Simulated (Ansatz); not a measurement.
**AlNi3: how the settings move a single-point run**

How sensitive is a single-point run of AlNi3 to its settings? A reference run comes first, then one run with altered input.

Program: Ansatz 0.2.0. Level of theory: reference: DFT, PBE, all-electron LAPW, scalar-relativistic. These are calculated values, not measurements.

### Step 1. The system as given

Symmetry: Pm-3m, No. 221, cubic system. The conventional cell has a = 3.523 Å, b = 3.523 Å, c = 3.523 Å, α = 90.00°, β = 90.00°, γ = 90.00°. Al (site symmetry m-3m) has 12 Ni at 2.49 Å in its first shell of neighbours. Ni (site symmetry 4/mmm) has 4 Al at 2.49 Å and 8 Ni at 2.49 Å in its first shell of neighbours.

As a file:

```cif
data_structure
_symmetry_space_group_name_H-M 'Pm-3m'
_symmetry_Int_Tables_number 221
_cell_length_a 3.5231
_cell_length_b 3.5231
_cell_length_c 3.5231
_cell_angle_alpha 90.000
_cell_angle_beta 90.000
_cell_angle_gamma 90.000
_cell_volume 43.73
loop_
_atom_site_label
_atom_site_type_symbol
_atom_site_symmetry_multiplicity
_atom_site_Wyckoff_symbol
_atom_site_fract_x
_atom_site_fract_y
_atom_site_fract_z
_atom_site_occupancy
Al1 Al 1 a 0.00000 0.00000 0.00000 1
Ni1 Ni 3 c 0.00000 0.50000 0.50000 1
```

### Step 2. The reference run

The input, input.yaml:

```yaml
crystal:
  lattice:
    - [3.5230547267, 0.0, 0.0]
    - [0.0, 3.5230547267, 0.0]
    - [0.0, 0.0, 3.5230547267]
  atoms:
    - { symbol: Al, position: [0.0, 0.0, 0.0] }
    - { symbol: Ni, position: [0.0, 0.5, 0.5], spin: 1.5 }
    - { symbol: Ni, position: [0.5, 0.0, 0.5], spin: 1.5 }
    - { symbol: Ni, position: [0.5, 0.5, 0.0], spin: 1.5 }
magnetization:
  spin_polarized: true
kpoints:
  mp_grid: { grid: [10, 10, 10] }
scf:
  occupations: { method: fermi_dirac, width: 0.03 }
hamiltonian:
  xc: pbe
  pseudopotentials: { kind: all_electron, lapw: { basis_error: 0.001 } }
output:
  forces: true
  stress: true
  eigenvalues: false
  populations: true
```

Launch:

```
ansatz run input.yaml --threads 2 --pin off --max-ram 6144MiB --backend cpu --events-out ev --progress --plain --runs-dir out
```

### Step 3. Changing settings: mp_grid.grid [12, 12, 12]

input.yaml, as its differences from that of step 2:

```diff
@@ -13,3 +13,3 @@
 kpoints:
-  mp_grid: { grid: [10, 10, 10] }
+  mp_grid: { grid: [12, 12, 12] }
 scf:
```

Before running it: what results should come out? Wanted: for each run, ending; energy change; pressure; abs. moment; force.

As calculated:

| run | ending | energy change | pressure (GPa) | abs. moment (μB) | force (eV/Å) | cycles | time |
| --- | --- | --- | --- | --- | --- | --- | --- |
| reference | converged | 0 | 7.3 | 0.94 | 0.00 | 11 | 62 s |
| 1: mp_grid.grid [12, 12, 12] | converged | -0.2 meV/atom | 7.3 | 0.93 | 0.00 | 11 | 1.9 min |

Residual by cycle in the longest SCF loop of each run; runs are numbered as in the table. The quantity is the density residual dr2, in eV.

| cycle | reference | run 1 |
| --- | --- | --- |
| 1 | 0.52 | 0.525 |
| 2 | 0.269 | 0.268 |
| 3 | 0.294 | 0.298 |
| 4 | 0.0175 | 0.019 |
| 5 | 0.00893 | 0.00907 |
| 6 | 0.00108 | 0.00105 |
| 7 | 4.1e-5 | 4.1e-5 |
| 8 | 6.9e-7 | 5.5e-7 |
| 9 | 1.0e-7 | 1.0e-7 |
| 10 | 1.1e-8 | 9.1e-9 |
| 11 | 5.1e-10 | 3.5e-10 |

What this shows: Changing the k-point mesh leaves the energy as it was (-0.2 meV/atom). Cost: 1.9 min against 62 s.
